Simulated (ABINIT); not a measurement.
Crystal: CdS (Hawleyite).

```
Cd S
1.0
     0.00000    2.91650    2.91650
     2.91650    0.00000    2.91650
     2.91650    2.91650    0.00000
Cd S
1 1
Direct
  0.00000 0.00000 0.00000
  0.75000 0.75000 0.75000
```

Base run:

- Program: ABINIT 10.8.3 (patched build)
- Functional: RPBE
- Potentials or basis: JTH PAW PBE v2.0
- Cutoff: 544 eV
- k mesh: 8 × 8 × 8
- Occupations: fermi-dirac, width 0.05 eV
- Spin: no spin polarisation

Its results: band gap on the k mesh 1.31 eV, direct.

**Question.** The run is repeated on the same cell with these changes: functional from RPBE to PBEsol; k mesh from 8 × 8 × 8 to 3 × 3 × 3. What comes out?

**Answer.** Band gap on the k mesh 0.94 eV, direct.

Several settings changed at once, so the effect can't be laid on one alone.

Caveats: some runs use coarse meshes; an odd mesh through Γ misses points on the zone boundary, where band edges often lie (some runs).

Not every run made on this cell is shown here.
